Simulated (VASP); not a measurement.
A run of VASP 6.6.1 is set up as follows.

The input INCAR:

```
SYSTEM = H13ClO6
ALGO = Fast ; EDIFF = 1E-6
ENCUT = 520 ; GGA = CA
ISIF = 2 ; ISMEAR = -1
LASPH = .TRUE. ; LCHARG = .FALSE.
LREAL = Auto ; LWAVE = .FALSE.
NBANDS = 44 ; NELM = 80
PREC = Accurate ; SIGMA = 0.02
```

File KPOINTS:

```
k-points
0
G
  1 1 1
  0 0 0
```

Contents of POSCAR:

```
H13ClO6
1.0
    6.6965600000      0.0000000000      0.0000000000
    0.0000000000      6.6965600000      0.0000000000
    0.0000000000      0.0000000000      6.6965600000
O H Cl
6 13 1
Direct
    0.4059994982      0.9367197486      0.7746215968
    0.2295656277      0.2374502730      0.6813199613
    0.5977546681      0.8083553347      0.4849355490
    0.9658093110      0.0075262523      0.4845323569
    0.6764069911      0.1747912361      0.2592525117
    0.4649850072      0.5036018493      0.3263317285
    0.3584825642      1.0971603331      0.7568512789
    0.5177434384      0.8592023367      0.6797370590
    0.1751496291      0.3462972033      0.7863141673
    0.1122367305      0.1626805405      0.6220357915
    0.5907809383      0.9161868183      0.3869150728
    0.5551059051      0.6910413705      0.4036400779
    0.9859390493     -0.1352784116      0.4587579294
    0.8313223506      0.0441868661      0.4170648811
    0.6209307465      0.3098456521      0.2821747285
    0.6559188598      0.1642186436      0.1128340521
    0.3978311252      0.5537021993      0.2003118019
    0.4015643853      0.4372394184      0.4345813373
    0.3138178408      0.8386395403     -0.1726558113
    0.2208745983      0.5760420275     -0.0613897285
```

Potentials or basis: VASP PAW LDA potentials, release 64 (O, H, Cl).

The run is started by

```console
$ cat potpaw_LDA.64/O/POTCAR potpaw_LDA.64/H/POTCAR potpaw_LDA.64/Cl/POTCAR > POTCAR
$ mpirun -np 1 vasp_gam > vasp.out
```

Problem. Predict the pressure.

Solution. -0.8 GPa.

Problem. Estimate the largest force.

Solution. 2.797 eV/Å.

Problem. What does it give for the band gap on the k mesh?

Solution. 4.22 eV, direct.

Stress tensor (GPa, compression positive):
```
-0.63  1.54 -0.78
 1.54  0.21  0.30
-0.78  0.30 -2.05
```

A hybrid or GW would open this gap; LDA tends to underestimate it.
